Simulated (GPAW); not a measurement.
# CdSe (F-43m) in GPAW: further runs

One crystal, CdSe, is run at these levels: LDA, SCAN+D3, PBE, vdW-DF; tasks: equation of state, band structure.

All numbers are computed with GPAW 26.7.0; they aren't measurements. Logs are shortened: lines on timing, memory, paths and dates and some standing lists are left out, and cuts for length are marked. The log counts tension as positive stress, the text compression.

## 1. Starting point

Symmetry: F-43m, No. 216, cubic system. Conventional cell: a = 6.141 Å, b = 6.141 Å, c = 6.141 Å, α = 90.00°, β = 90.00°, γ = 90.00°. Cd (site symmetry -43m) has 4 Se at 2.66 Å as nearest neighbours. Around Se (site symmetry -43m) lie 4 Cd at 2.66 Å.

Measurements of this composition are mostly on another form, of space group No. 186.

## 2. Equation of state, LDA

The input, run.py:

```python
from ase.eos import EquationOfState
from ase.io import Trajectory, read
from ase.units import GPa
from gpaw import GPAW, PW

atoms = read('POSCAR')

traj = Trajectory('eos.traj', 'w')
volumes, energies = [], []
for x in [0.94, 0.96, 0.98, 1.0, 1.02, 1.04, 1.06]:
    a = atoms.copy()
    a.set_cell(atoms.cell * x**(1 / 3), scale_atoms=True)
    calc = GPAW(mode=PW(600),
                xc='LDA',
                kpts={'size': (6, 6, 6), 'gamma': True},
                occupations={'name': 'fermi-dirac', 'width': 0.05},
                nbands=18,
                convergence={'density': 1e-05, 'energy': 1e-05},
                maxiter=150,
                txt=f'eos-{x:.2f}.txt')
    a.calc = calc
    energies.append(a.get_potential_energy(force_consistent=True))
    volumes.append(a.get_volume())
    p = -a.get_stress()[:3].mean() / GPa
    calc.write(f'eos-{x:.2f}.gpw')
    traj.write(a)
    print(f'{x:.2f} {volumes[-1]:10.4f} A^3 {energies[-1]:14.6f} eV {p:9.3f} GPa', flush=True)

v0, e0, B = EquationOfState(volumes, energies, eos='birchmurnaghan').fit()
print(f'V0 = {v0:.4f} A^3, E0 = {e0:.6f} eV, B0 = {B / GPa:.2f} GPa')
```

The input, POSCAR:

```
CdSe
1.0
    0.0000000000      3.0702711986      3.0702711986
    3.0702711986      0.0000000000      3.0702711986
    3.0702711986      3.0702711986      0.0000000000
Cd Se
1 1
Direct
    0.0000000000      0.0000000000      0.0000000000
    0.2500000000      0.2500000000      0.2500000000
```

Potentials or basis: the program's PAW data sets (release 1.2.1) made for this functional, pw.

Launch:

```console
$ OMP_NUM_THREADS=1 python run.py
```

Log:

```text
__  _  _
 | _ |_)|_||  |
 |__||  | ||/\| - 26.7.0

Input parameters:
  mode=PW(ecut=600.0),
  convergence={'density': 1e-05, 'energy': 1e-05},
  kpts=MonkhorstPack(size=(6, 6, 6), gamma=True),
  maxiter=150,
  nbands=18,
  occupations=Occupations(name='fermi-dirac', width=0.05),
  xc=XC(name='LDA')

Diagonalizing LCAO Hamiltonian
Converting LCAO to pw mode

            Se

       Cd

Atoms  # Å, Bohr magnetons
|   | symbol |        x |        y |        z |    initial magnetic moments |
|---|--------|----------|----------|----------|-----------------------------|
| 0 |     Cd | 0.000000 | 0.000000 | 0.000000 | ( 0.0000,  0.0000,  0.0000) |
| 1 |     Se | 1.514388 | 1.514388 | 1.514388 | ( 0.0000,  0.0000,  0.0000) |

Unit cell  # Å
| periodic |        x |        y |        z |  lengths |    angles |
|----------|----------|----------|----------|----------|-----------|
|      yes | 0.000000 | 3.028776 | 3.028776 | 4.283336 | 60.000000 |
|      yes | 3.028776 | 0.000000 | 3.028776 | 4.283336 | 60.000000 |
|      yes | 3.028776 | 3.028776 | 0.000000 | 4.283336 | 60.000000 |

Number of symmetries: 24
Symmetry operations  # r_c * U_cc + t_c -> r_c
|    | kind |            matrix            |
|----|------|------------------------------|
|  0 |  E   |  1, 0, 0,  0, 1, 0,  0, 0, 1 |
|  1 |  σ   |  1, 0, 0,  0, 0, 1,  0, 1, 0 |
|  2 |  σ   |  1, 0,-1,  0, 1,-1,  0, 0,-1 |
|  3 |  C3  |  1, 0,-1,  0, 0,-1,  0, 1,-1 |
|  4 |  C3  |  1,-1, 0,  0,-1, 1,  0,-1, 0 |
|  5 |  σ   |  1,-1, 0,  0,-1, 0,  0,-1, 1 |
|  6 |  σ   |  0, 1, 0,  1, 0, 0,  0, 0, 1 |
|  7 |  C3  |  0, 1, 0,  0, 0, 1,  1, 0, 0 |
|  8 |  C2  |  0, 1,-1,  1, 0,-1,  0, 0,-1 |
|  9 |  S4  |  0, 1,-1,  0, 0,-1,  1, 0,-1 |
| 10 |  C3  |  0, 0, 1,  1, 0, 0,  0, 1, 0 |
| 11 |  σ   |  0, 0, 1,  0, 1, 0,  1, 0, 0 |
| 12 |  S4  |  0, 0,-1,  1, 0,-1,  0, 1,-1 |
| 13 |  C3  |  0, 0,-1,  0, 1,-1,  1, 0,-1 |
| 14 |  S4  |  0,-1, 1,  1,-1, 0,  0,-1, 0 |
| 15 |  C2  |  0,-1, 1,  0,-1, 0,  1,-1, 0 |
| 16 |  C3  |  0,-1, 0,  1,-1, 0,  0,-1, 1 |
| 17 |  S4  |  0,-1, 0,  0,-1, 1,  1,-1, 0 |
| 18 |  S4  | -1, 1, 0, -1, 0, 1, -1, 0, 0 |
| 19 |  C3  | -1, 1, 0, -1, 0, 0, -1, 0, 1 |
| 20 |  C3  | -1, 0, 1, -1, 1, 0, -1, 0, 0 |
| 21 |  S4  | -1, 0, 1, -1, 0, 0, -1, 1, 0 |
| 22 |  σ   | -1, 0, 0, -1, 1, 0, -1, 0, 1 |
| 23 |  C2  | -1, 0, 0, -1, 0, 1, -1, 1, 0 |

BZ-sampling:
  Number of BZ points: 216
  Number of IBZ points: 16

  Monkhorst-Pack size: [6, 6, 6]
  Monkhorst-Pack shift: [0.08333333333333333, 0.08333333333333333, 0.08333333333333333]

K-points  # in reciprocal-cell coordinates
|     |                                coordinates |     weight |
|-----|--------------------------------------------|------------|
|   0 | (  0.00000000,   0.00000000,   0.00000000) | 0.00462963 |
|   1 | (  0.16666667,   0.16666667,   0.00000000) | 0.02777778 |
|   2 | (  0.16666667,   0.16666667,   0.16666667) | 0.03703704 |
|   3 | (  0.33333333,   0.16666667,   0.16666667) | 0.05555556 |
|   4 | (  0.33333333,   0.33333333,  -0.33333333) | 0.05555556 |
|   5 | (  0.33333333,   0.33333333,   0.00000000) | 0.02777778 |
|   6 | (  0.33333333,   0.33333333,   0.16666667) | 0.11111111 |
|   7 | (  0.33333333,   0.33333333,   0.33333333) | 0.03703704 |
|   8 | (  0.50000000,   0.33333333,  -0.33333333) | 0.11111111 |
|   9 | (  0.50000000,   0.33333333,  -0.16666667) | 0.05555556 |
| ... |                                            |            |
|  15 | (  0.50000000,   0.50000000,   0.50000000) | 0.01851852 |

Plane wave coefficients: 1874
Cutoff: 600.0 eV

Spin-components: 1 (collinear spins)
Bands:           18
Projectors:      11
Spin-degeneracy: 2
Datatype:        complex128

Parallelization:
  kpt:    1
  domain: 1
  band:   1

Density:
  Valence electrons: 18.0
  Components: 1
  Grid points: [25 25 25]
  Charge: 0.0  # |e|

Potential:
  Grid points: [25 25 25]

species:
  Cd:
    name:    Cadmium
    Z:       48.0
    valence: 12
    core:    36
    charge:  0.0  # [|e|]
    compensation charges:
      type: gauss
      rc: 0.38  # [Å]
      lmax: 2
    cutoffs:
      filter: 2.12  # [Å]
      core: 2.62  # [Å]
    projectors
    | kind |    occ | energy [eV] | rcut [Å] |
    |------|--------|-------------|----------|
    |   5s |  2.000 |      -5.950 |    1.191 |
    |   5p |  0.000 |      -1.328 |    1.228 |
    |   4d | 10.000 |     -11.904 |    1.164 |
    |    s |        |      21.261 |    1.191 |
    |    p |        |      25.883 |    1.228 |
    |    d |        |      15.307 |    1.164 |

    Using partial waves for Cd as LCAO basis

  Se:
    name:    Selenium
    Z:       34.0
    valence: 6
    core:    28
    charge:  0.0  # [|e|]
    compensation charges:
      type: gauss
      rc: 0.27  # [Å]
      lmax: 2
    cutoffs:
      filter: 1.77  # [Å]
      core: 2.67  # [Å]
    projectors
    | kind |    occ | energy [eV] | rcut [Å] |
    |------|--------|-------------|----------|
    |   4s |  2.000 |     -17.472 |    0.847 |
    |   4p |  4.000 |      -6.656 |    1.005 |
    |    s |        |       9.739 |    0.847 |
    |    p |        |      20.555 |    1.005 |
    |    d |        |       0.000 |    0.847 |

    Using partial waves for Se as LCAO basis

Reference energy: -218053.140292  # eV

eigensolver:
  PPCG
  Converge bands: occupied
  niter=2

density mixing:
  MSR1-Mixer
  Pratt-step length: 0.05
  Maximum mixing coefficient: 0.75
  Old densities: 10
  SVD Regularization: 0.005
  Good broyden scale: 1.0
  Trust region scale: 1.0
  Backstep threshold: 4.0
  History deletion threshold: 6.0
  Fourier metric: weight=20.0, sigma=0.015

occupation numbers:
  Fermi-Dirac:
    width: 0.0500  # eV

poisson solver:
  ecut: 4800.0  # eV

xc functional:
  name: None

convergence criteria:
- Maximum integral of absolute [dens]ity change: 1e-05 electrons / valence electron
- Maximum [total energy] change in last 3 cyles: 1e-05 eV / valence electron
- Maximum integral of absolute [eigenst]ate change: 4e-08 eV^2 / valence electron
maximum number of iterations: 150

SCF iterations
|iter     | |      energy | eigst |  dens |
|---------|-|-------------|-------|-------|
|iter:   1| |   -7.310710 | -0.51 |       |
|iter:   2| |   -7.237764 | -2.54 | -1.20 |
|iter:   3| |   -6.970593 | -1.71 | -1.25 |
|iter:   4| |   -6.965518 | -3.58 | -1.80 |
|iter:   5| |   -6.964413 | -3.93 | -2.27 |
|iter:   6| |   -6.964406 | -5.52 | -3.06 |
|iter:   7| |   -6.964406c| -6.90 | -3.63 |
|iter:   8| |   -6.964406c| -7.76c| -4.83 |
|iter:   9| |   -6.964406c| -8.28c| -5.30c|

Converged in 9 steps
Energy contributions relative to reference atoms: (reference = -218053.140292)

Energy contributions:
  Kinetic:          16.410881
  Coulomb:         -14.858555
  Zero:              0.052060
  External:          0.000000
  Xc:               -8.568677
  Entropy:          -0.000230
  Spinorbit:         0.000000
  ----------------------------
  Free energy:      -6.964521
  Extrapolated:     -6.964406

dipole moment: (-23.394774, -23.394774, -23.394774)  # |e|*Ang

Fermi level: 3.659
Eigenvalues  # (at kpt = [0.000, 0.000, 0.000])
| band index |      eig [eV] | occ [0-2] |
|------------|---------------|-----------|
|          0 |        -9.295 |     2.000 |
|          1 |        -4.487 |     2.000 |
|          2 |        -4.487 |     2.000 |
|          3 |        -4.487 |     2.000 |
|          4 |        -4.088 |     2.000 |
|          5 |        -4.088 |     2.000 |
|          6 |         3.456 |     1.966 |
|          7 |         3.456 |     1.966 |
|          8 |         3.456 |     1.966 |
|          9 |         3.803 |     0.107 |
|         10 |         9.232 |     0.000 |
|         11 |         9.232 |     0.000 |
|         12 |         9.232 |     0.000 |
|         13 |        12.989 |     0.000 |
|         14 |        14.614 |     0.000 |
|         15 |        14.614 |     0.000 |
|         16 |        15.344 |     0.000 |
|         17 |        15.344 |     0.000 |

Gap: 0.347 eV
Transition (v -> c):
  (s=0, k=0, n=8, [0.00, 0.00, 0.00]) -> (s=0, k=0, n=9, [0.00, 0.00, 0.00])
No difference between direct/indirect transitions

Stress tensor  # eV/Ang^3
|         x |         y |         z |
|-----------|-----------|-----------|
|  0.009519 |  0.000000 | -0.000000 |
|  0.000000 |  0.009519 | -0.000000 |
| -0.000000 | -0.000000 |  0.009519 |

# Writing to eos-0.96.gpw (mode='')
```

Wall time 22 s (1 thread of AMD EPYC 9R45 (Zen 5), shared host); peak memory 0.23 GiB.

What came out:

```yaml
Equilibrium_volume: "27.03 Å³/atom (rough: see the caveat)"
Bulk_modulus: 59 GPa (rough)
```

Energy against volume, from the lowest point:
```csv
volume (Å³/atom),energy (meV/atom)
27.206,0.00
27.784,3.46
28.363,10.78
28.942,21.51
29.521,35.26
30.100,51.66
30.679,70.42
```

Caveat: the minimum lies outside the volumes run.

## 3. Equation of state, SCAN+D3

run.py, as its differences from that of step 2:

```diff
@@ -1 +1,2 @@
+from ase.calculators.mixing import SumCalculator
 from ase.eos import EquationOfState
@@ -3,5 +4,6 @@
 from ase.units import GPa
+from dftd3.ase import DFTD3
 from gpaw import GPAW, PW
 
-atoms = read('POSCAR')
+atoms = read('CdSe.xyz')
 
@@ -13,3 +15,3 @@
     calc = GPAW(mode=PW(600),
-                xc='LDA',
+                xc='MGGA_X_SCAN+MGGA_C_SCAN',
                 kpts={'size': (6, 6, 6), 'gamma': True},
@@ -20,4 +22,4 @@
                 txt=f'eos-{x:.2f}.txt')
-    a.calc = calc
-    energies.append(a.get_potential_energy(force_consistent=True))
+    a.calc = SumCalculator([calc, DFTD3(method='scan', damping='d3zero')])
+    energies.append(a.get_potential_energy())
     volumes.append(a.get_volume())
```

The input, CdSe.xyz:

```xyz
2
Lattice="0.0000000000 3.0702711986 3.0702711986 3.0702711986 0.0000000000 3.0702711986 3.0702711986 3.0702711986 0.0000000000" Properties=species:S:1:pos:R:3 pbc="T T T"
Cd     0.0000000000      0.0000000000      0.0000000000
Se     1.5351355993      1.5351355993      1.5351355993
```

Potentials or basis: GPAW PAW data sets (gpaw-data 1.2.1), pw.

Launch:

```console
$ OMP_NUM_THREADS=1 python run.py
```

Run time: 74 s. Hardware: 1 thread of AMD EPYC 9R45 (Zen 5), shared host; peak memory 0.91 GiB.

The run converged. Its results:

```yaml
Equilibrium_volume: "28.34 Å³/atom (rough: see the caveat)"
Bulk_modulus: 53 GPa (rough)
```

Energy against volume, from the lowest point:
| volume (Å³/atom) | energy (meV/atom) |
| --- | --- |
| 27.206 | 8.08 |
| 27.784 | 1.79 |
| 28.363 | 0.00 |
| 28.942 | 1.98 |
| 29.521 | 7.71 |
| 30.100 | 16.40 |
| 30.679 | 28.35 |

Caveat: the points scatter about the fit; the PAW data sets were made with another functional, which shifts forces and pressure a little.

[end of part 1 of 2]
